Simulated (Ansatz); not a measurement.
## AlPt in Ansatz: the effect of functional

AlPt:

```
CELL_PARAMETERS angstrom
3.11202 0.00000 0.00000
0.00000 3.11202 0.00000
0.00000 0.00000 3.11202
ATOMIC_POSITIONS crystal
Pt 0.50000 0.50000 0.50000
Al 0.00000 0.00000 0.00000
```

Measurements of this composition are mostly on another form, of space group No. 198.

The cell isn't the ideal one: volume scaled by 1.02.

Alike in all runs:

- Program: Ansatz 0.2.0
- Task: single point
- Potentials or basis: Ansatz PAW
- k mesh: 9 × 9 × 9
- Occupations: fermi-dirac, width 0.05 eV
- Spin: no spin polarisation

```csv
functional,cutoff,pressure (GPa)
LDA,420 eV (not typed: the program's choice for these potentials),?
PBEsol,420 eV (not typed: the program's choice for these potentials),-9.0
r2SCAN,500 eV (not typed: the program's choice for these potentials),-8.2
```

Question: What does the run with functional LDA give?

Answer: Pressure -12.9 GPa.

Caveats: the PAW data sets come from PBE, with cores solved anew for the run's functional, which leaves a small shift of forces and pressure.

Runs at the PBE level aren't shown here.
